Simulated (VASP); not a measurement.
# Ir (Fm-3m) in VASP: notebook

One crystal, Ir, is run at these levels: PBE+D3, PBE+D3(BJ); tasks: relaxation of cell and atoms.

All numbers are computed with VASP 6.6.1; they aren't measurements. Logs are shortened: lines on timing, memory, paths and dates and some standing lists are left out, and cuts for length are marked.

### Step 1. The structure

The structure is cubic, space group Fm-3m (No. 225). The conventional cell has a = 3.831 Å, b = 3.831 Å, c = 3.831 Å, α = 90.00°, β = 90.00°, γ = 90.00°. Around Ir (site symmetry m-3m) lie 12 Ir at 2.71 Å.

### Step 2. Relaxation of cell and atoms, PBE+D3 (volume scaled by 1.04)

The input, run.py:

```python
from ase.calculators.vasp import Vasp
from ase.spacegroup import crystal

atoms = crystal(
    ['Ir'],
    basis=[[0.0, 0.0, 0.0]],
    spacegroup=225,
    setting=1,
    cellpar=[3.88161631, 3.88161631, 3.88161631, 90.0, 90.0, 90.0],
    primitive_cell=True,
)
calc = Vasp(
    directory='calc',
    xc='pbe',
    pp='PBE',
    setups='minimal',
    prec='Accurate',
    encut=580,
    ediff=1e-06,
    ismear=1,
    sigma=0.1,
    lreal=False,
    lasph=True,
    nelm=100,
    algo='Normal',
    isif=3,
    lwave=False,
    lcharg=False,
    ivdw=11,
    ibrion=2,
    nsw=40,
    ediffg=-0.01,
    kpts=[12, 12, 12],
    gamma=True,
)
atoms.calc = calc

print('energy (eV):', atoms.get_potential_energy())
print('free energy (eV):', atoms.get_potential_energy(force_consistent=True))
print('forces (eV/A):')
print(atoms.get_forces())
print('stress (eV/A^3, Voigt):', atoms.get_stress())
print('Fermi level (eV):', calc.get_fermi_level())
print('cell (A, degrees):', atoms.cell.cellpar())
print('volume (A^3):', atoms.get_volume())
print('scaled positions:')
print(atoms.get_scaled_positions())
```

Potentials or basis: VASP PAW PBE potentials, release 64 (Ir).

Started as:

```
> python run.py
```

Log:

```text
energy (eV): -9.57734543
free energy (eV): -9.57707576
forces (eV/A):
[[ 0.  0. -0.]]
stress (eV/A^3, Voigt): [ 5.8662465e-05  5.8662465e-05  5.8662465e-05 -0.0000000e+00
 -0.0000000e+00 -0.0000000e+00]
Fermi level (eV): 10.49322921
cell (A, degrees): [ 2.71311151  2.71311151  2.71311151 60.         60.         60.        ]
volume (A^3): 14.12173092835972
scaled positions:
[[0. 0. 0.]]
```

OUTCAR:

```text
ENCUT = 580.000000
   EDIFF = 1.00e-06
   EDIFFG = -1.00e-02
   GGA = PE
   PREC = Accurate
   IBRION = 2
   ISIF = 3
   ISMEAR = 1
   NELM = 100
   NSW = 40
   IVDW = 11
   LASPH = .TRUE.
   LREAL = .FALSE.
 IVDW          = 11

 ion  position               nearest neighbor table
   1  0.000  0.000  0.000-

  LATTYP: Found a face centered cubic cell.
 ALAT       =     3.8816163100

  Lattice vectors:

 A1 = (   0.0000000000,   1.9408081550,   1.9408081550)
 A2 = (   1.9408081550,   0.0000000000,   1.9408081550)
 A3 = (   1.9408081550,   1.9408081550,   0.0000000000)

Analysis of symmetry for initial positions (statically):
=====================================================================
 Subroutine PRICEL returns:
 Original cell was already a primitive cell.

 Routine SETGRP: Setting up the symmetry group for a
 face centered cubic supercell.

 Subroutine GETGRP returns: Found 48 space group operations
 (whereof 48 operations were pure point group operations)
 out of a pool of 48 trial point group operations.

The static configuration has the point symmetry O_h .

Analysis of symmetry for dynamics (positions and initial velocities):
=====================================================================
 Subroutine PRICEL returns:
 Original cell was already a primitive cell.

 Routine SETGRP: Setting up the symmetry group for a
 face centered cubic supercell.

 Subroutine GETGRP returns: Found 48 space group operations
 (whereof 48 operations were pure point group operations)
 out of a pool of 48 trial point group operations.

The dynamic configuration has the point symmetry O_h .

 Subroutine INISYM returns: Found 48 space group operations
 (whereof 48 operations are pure point group operations),
 and found     1 'primitive' translations

----------------------------------------------------------------------------------------

                                     Primitive cell

  volume of cell :      14.6210

  direct lattice vectors                    reciprocal lattice vectors
     0.000000000  1.940808155  1.940808155    -0.257624639  0.257624639  0.257624639
     1.940808155  0.000000000  1.940808155     0.257624639 -0.257624639  0.257624639
     1.940808155  1.940808155  0.000000000     0.257624639  0.257624639 -0.257624639

  length of vectors
     2.744717215  2.744717215  2.744717215     0.446218964  0.446218964  0.446218964

  position of ions in fractional coordinates (direct lattice)
     0.000000000  0.000000000  0.000000000

  ion indices of the primitive-cell ions
   primitive index   ion index
                 1           1

----------------------------------------------------------------------------------------

 KPOINTS: KPOINTS created by Atomic Simulation Env

Automatic generation of k-mesh.
 Grid dimensions read from file:
 generate k-points for:   12   12   12

 Generating k-lattice:

  Cartesian coordinates                     Fractional coordinates (reciprocal lattice)
    -0.021468720  0.021468720  0.021468720     0.083333333  0.000000000  0.000000000
     0.021468720 -0.021468720  0.021468720     0.000000000  0.083333333  0.000000000
     0.021468720  0.021468720 -0.021468720     0.000000000  0.000000000  0.083333333

  Length of vectors
     0.037184914  0.037184914  0.037184914

  Shift w.r.t. Gamma in fractional coordinates (k-lattice)
     0.000000000  0.000000000  0.000000000

 Subroutine IBZKPT returns following result:
 ===========================================

 Found     72 irreducible k-points:

 Following reciprocal coordinates:
            Coordinates               Weight
  0.000000  0.000000  0.000000      1.000000
  0.083333  0.000000  0.000000      8.000000
  0.166667  0.000000  0.000000      8.000000
  0.250000  0.000000  0.000000      8.000000
  0.333333  0.000000  0.000000      8.000000
  0.416667  0.000000  0.000000      8.000000
[... 16 lines left out ...]
  0.500000  0.166667  0.000000     24.000000
 -0.416667  0.166667  0.000000     24.000000
 [... further k-points ...]
   k-points           NKPTS =     72   k-points in BZ     NKDIM =     72   number of bands    NBANDS=      8
   number of dos      NEDOS =    301   number of ions     NIONS =      1
   total plane-waves  NPLWV =  13824
   dimension x,y,z NGX =    24 NGY =   24 NGZ =   24
   dimension x,y,z NGXF=    48 NGYF=   48 NGZF=   48
   ions per type =               1
   NGX,Y,Z   is equivalent  to a cutoff of  14.54, 14.54, 14.54 a.u.
   NGXF,Y,Z  is equivalent  to a cutoff of  29.07, 29.07, 29.07 a.u.
 SYSTEM =  unknown system
   PREC   = accura    normal or accurate (medium, high low for compatibility)
   ISTART =      0    job   : 0-new  1-cont  2-samecut
   ICHARG =      2    charge: 1-file 2-atom 10-const
   ISPIN  =      1    spin polarized calculation?
   LNONCOLLINEAR =      F non collinear calculations
   LSORBIT =      F    spin-orbit coupling
   LASPH  =      T    aspherical Exc in radial PAW
   ENCUT  =  580.0 eV  42.63 Ry    6.53 a.u.   5.39  5.39  5.39*2*pi/ulx,y,z
   NELM   =    100;   NELMIN=  2; NELMDL= -5     # of ELM steps
   EDIFF  = 0.1E-05   stopping-criterion for ELM
   LREAL  =      F    real-space projection
   EDIFFG = -.1E-01   stopping-criterion for IOM
   NSW    =     40    number of steps for IOM
   IBRION =      2    ionic relax: 0-MD 1-quasi-New 2-CG
   NFREE  =      1    steps in history (QN), initial steepest desc. (CG)
   ISIF   =      3    stress and relaxation
   ISYM   =      2    0-nonsym 1-usesym 2-fastsym
   POTIM  = 0.5000    time-step for ionic-motion
   TEBEG  =    0.0;   TEEND  =   0.0 temperature during run
   PSTRESS=    0.0 pullay stress
   NELECT =       9.0000    total number of electrons
   NUPDOWN=      -1.0000    fix difference up-down
   EMIN   =  10.00;   EMAX   =-10.00  energy-range for DOS
   EFERMI =   0.00;   METHOD = LEGACY
   ISMEAR =     1;   SIGMA  =   0.10  broadening in eV -4-tet -1-fermi 0-gaus
   EFERMI_NEDOS =   21; number of points for ismear=-14 and -15
   IALGO  =     38    algorithm
   IMIX   =      4    mixing-type and parameters
     AMIX     =   0.40;   BMIX     =  1.00
     AMIX_MAG =   1.60;   BMIX_MAG =  1.00
  volume/ion in A,a.u.               =      14.62        98.67
  Fermi-wavevector in a.u.,A,eV,Ry     =   1.392611  2.631653 26.386657  1.939365
  Thomas-Fermi vector in A             =   2.516337
   LORBIT       =      0    0 simple, 1 ext, 2 COOP (PROOUT), +10 PAW based schemes
   GGA     = PE    functional components
   LHFCALC =     F    Hartree Fock is set to
   AEXX    =    0.0000 exact exchange contribution
   IVDW    =    11    specifies the selected vdW correction
   LEPSILON=     F    determine dielectric tensor
   LRPA    =     F    only Hartree local field effects (RPA)
 conjugate gradient relaxation of ions
 non-spin polarized calculation
 Methfessel and Paxton  Order N= 1 SIGMA  =   0.10
  energy-cutoff  :      580.00
  volume of cell :       14.62
 maximum number of plane-waves:       487
 NGX is ok and might be reduce to    24
   NGX = 11   NGY = 11   NGZ = 11

--------------------------------------- Ionic step        1  -------------------------------------------

 number of electron       9.0000000 magnetization

 Free energy of the ion-electron system (eV)
  ---------------------------------------------------
  ext. energy  EPLUGINS =         0.00000000
  ---------------------------------------------------
  free energy    TOTEN  =        -8.86640069 eV

  energy without entropy =       -8.86725570  energy(sigma->0) =       -8.86668569

 E-fermi :   9.8908     XC(G=0): -13.7931

 val. band max:        9.8658444910   @ k =  -0.2500   0.0833   0.0000
 cond. band min:       9.9921779736   @ k =   0.3333   0.1667   0.0833
 fundamental gap:      0.1263334826
 Fermi energy:         9.8908449094

 k-point     1 :       0.0000    0.0000    0.0000
  band No.  band energies     occupation
      1      -0.9244      2.00000
      2       6.1463      2.00000
      3       6.1463      2.00000
      4       6.1463      2.00000
      5       8.6940      2.00000
      6       8.6940      2.00000
      7      24.2330      0.00000
      8      29.6188      0.00000
[... 484 lines left out ...]
  energy  without entropy=       -9.5778702399  energy(sigma->0) =       -9.57732905

--------------------------------------- Ionic step        7  -------------------------------------------

 number of electron       9.0000000 magnetization

 Free energy of the ion-electron system (eV)
  ---------------------------------------------------
  ext. energy  EPLUGINS =         0.00000000
  ---------------------------------------------------
  free energy    TOTEN  =        -8.85589584 eV

  energy without entropy =       -8.85670487  energy(sigma->0) =       -8.85616551

 E-fermi :  10.4932     XC(G=0): -13.9994

 val. band max:       10.4691298544   @ k =  -0.2500   0.0833   0.0000
 cond. band min:      10.6044290183   @ k =   0.3333   0.1667   0.0833
 fundamental gap:      0.1352991639
 Fermi energy:        10.4932292078

 k-point     1 :       0.0000    0.0000    0.0000
  band No.  band energies     occupation
      1      -0.7014      2.00000
      2       6.5399      2.00000
      3       6.5399      2.00000
      4       6.5399      2.00000
      5       9.2338      2.00000
      6       9.2338      2.00000
      7      24.7629      0.00000
      8      30.3554      0.00000
[... 285 lines left out ...]
  FREE ENERGIE OF THE ION-ELECTRON SYSTEM (eV)
  ---------------------------------------------------
  free  energy   TOTEN  =        -9.5770757613 eV

  energy  without entropy=       -9.5778847923  energy(sigma->0) =       -9.57734544

 reached required accuracy - stopping structural energy minimisation
```

INCAR:

```text
ENCUT = 580.000000
SIGMA = 0.100000
EDIFF = 1.00e-06
EDIFFG = -1.00e-02
ALGO = Normal
GGA = PE
PREC = Accurate
IBRION = 2
ISIF = 3
ISMEAR = 1
NELM = 100
NSW = 40
IVDW = 11
LASPH = .TRUE.
LCHARG = .FALSE.
LWAVE = .FALSE.
LREAL = .FALSE.
```

Run time: 23 s. Hardware: 1 thread of Intel Xeon 6975P-C (Granite Rapids), shared host; peak memory 0.16 GiB.

What came out:

```yaml
Free_energy: -9.5771 eV
Relaxed_volume: 14.12 Å³/atom
Relaxed_cell: a = 2.713 Å, b = 2.713 Å, c = 2.713 Å, α = 60.00°, β = 60.00°, γ = 60.00°
Space_group_after_relaxing_to_0.05_Å: Fm-3m (No. 225)
Energy_gained_by_relaxing: 19.6 meV/atom
Ionic_steps: 7
Pressure_after_relaxing: 0.0 GPa
Band_gap_on_the_k_mesh: none (metal or under the smearing width)
Dispersion_energy_per_atom: -0.721 eV
```

Step by step:
```
step  energy change (eV)  largest force (eV/Å)  pressure (GPa)  volume (Å³)
   1              0.0000                0.0000          -12.10        14.62
   2              0.3003                0.0000           68.02        12.41
   3             -0.0195                0.0000           -0.73        14.15
   4             -0.0196                0.0000           -0.15        14.13
   5             -0.0196                0.0000            0.12        14.12
   6             -0.0196                0.0000           -0.35        14.14
   7             -0.0196                0.0000           -0.01        14.12
```

Final structure:
```
Ir
1.0
     0.00000    1.91846    1.91846
     1.91846    0.00000    1.91846
     1.91846    1.91846    0.00000
Ir
1
Cartesian
  0.0000 0.0000 0.0000
```

Caveat: pairwise dispersion overbinds metals, which lowers pressure and volume.

### Step 3. Relaxation of cell and atoms, PBE+D3(BJ)

The input, INCAR:

```
SYSTEM = Ir
  PREC = Accurate
  ENCUT = 600
  EDIFF = 1E-6
  ISMEAR = -1
  SIGMA = 0.05
  LREAL = .False.
  LASPH = .True.
  NELM = 80
  ALGO = Normal
  ISIF = 3
  LWAVE = .False.
  LCHARG = .False.
  GGA = PE
  IVDW = 12
  IBRION = 2
  NSW = 60
  EDIFFG = -0.005
```

The input, KPOINTS:

```
regular mesh
0
Gamma
  10 10 10
  0 0 0
```

The input, POSCAR:

```
Ir
1.0
    0.0000000000      1.9156000000      1.9156000000
    1.9156000000      0.0000000000      1.9156000000
    1.9156000000      1.9156000000      0.0000000000
Ir
1
Direct
    0.0000000000      0.0000000000      0.0000000000
```

Potentials or basis: VASP PAW PBE potentials, release 64 (Ir).

Started as:

```
> cat potpaw_PBE.64/Ir/POTCAR > POTCAR
> mpirun -np 1 vasp_std > vasp.out
```

It took 10 s on 1 thread of Intel Xeon Platinum 8488C (Sapphire Rapids), shared host; peak memory 0.16 GiB.

The run converged. Its results:

| Property | Result |
| --- | --- |
| Free energy | -9.5833 eV |
| Relaxed volume | 14.19 Å³/atom |
| Relaxed cell | a = 2.718 Å, b = 2.718 Å, c = 2.718 Å, α = 60.00°, β = 60.00°, γ = 60.00° |
| Space group after relaxing (to 0.05 Å) | Fm-3m (No. 225) |
| Energy gained by relaxing | 1.4 meV/atom |
| Ionic steps | 3 |
| Pressure after relaxing | 0.0 GPa |
| Band gap on the k mesh | none (metal or under the smearing width) |
| Dispersion energy per atom | -0.733 eV |

Step by step:
| step | energy change (eV) | largest force (eV/Å) | pressure (GPa) | volume (Å³) |
| --- | --- | --- | --- | --- |
| 1 | 0.0000 | 0.0000 | 3.60 | 14.06 |
| 2 | 0.0195 | 0.0000 | -12.38 | 14.71 |
| 3 | -0.0014 | 0.0000 | -0.04 | 14.19 |

Final structure:
```cif
data_structure
_symmetry_space_group_name_H-M 'P 1'
_symmetry_Int_Tables_number 1
_cell_length_a 2.7176
_cell_length_b 2.7176
_cell_length_c 2.7176
_cell_angle_alpha 60.000
_cell_angle_beta 60.000
_cell_angle_gamma 60.000
_cell_volume 14.19
loop_
_atom_site_label
_atom_site_type_symbol
_atom_site_fract_x
_atom_site_fract_y
_atom_site_fract_z
_atom_site_occupancy
Ir1 Ir 0.00000 0.00000 0.00000 1
```

Levels at points of the mesh, in eV from the Fermi level:
```tsv
k point	band 1	band 2	band 3	band 4	band 5	band 6	band 7	band 8
(0.00, 0.00, 0.00)	-11.16	-3.94	-3.94	-3.94	-1.26	-1.26	14.25	19.83
(0.50, 0.00, 0.00)	-8.14	-4.04	-4.04	-0.82	0.82	0.82	7.16	13.80
(0.50, 0.50, 0.00)	-7.94	-7.38	0.79	1.39	1.39	1.63	10.40	11.62
```

Caveat: pairwise dispersion overbinds metals, which lowers pressure and volume. Spin-orbit coupling is left out, which matters for the levels of Ir.

### Step 4. The reference run

An earlier run on the cell as given: functional PBE; potentials or basis VASP PAW PBE potentials, release 64 (Ir); cutoff 520 eV; k mesh 12 × 12 × 12; occupations fermi-dirac, width 0.05 eV; no spin polarisation.

* Pressure: 11.8 GPa
* Band gap on the k mesh: none (metal or under the smearing width)

### Step 5. Overview

```csv
task,level,cell,k mesh,cutoff (eV),smearing,optimiser,ladder,gap on the mesh (eV),pressure (GPa),relaxed volume (Å³/atom)
relaxation of cell and atoms,PBE+D3,relaxed from: volume scaled by 1.04,12 × 12 × 12,580,methfessel-paxton 0.1 eV,vasp,-,none,0.0,14.12
relaxation of cell and atoms,PBE+D3(BJ),relaxed,10 × 10 × 10,600,fermi-dirac 0.05 eV,-,gaps,none,0.0,14.19
single point,PBE,as given,12 × 12 × 12,520,fermi-dirac 0.05 eV,-,-,none,11.8,-
```

Alike in all rows: potentials or basis VASP PAW PBE potentials, release 64 (Ir); no spin polarisation.

Caveats: pairwise dispersion overbinds metals, which lowers pressure and volume (some runs).

Absolute energies hang on the potentials; compare differences alone.
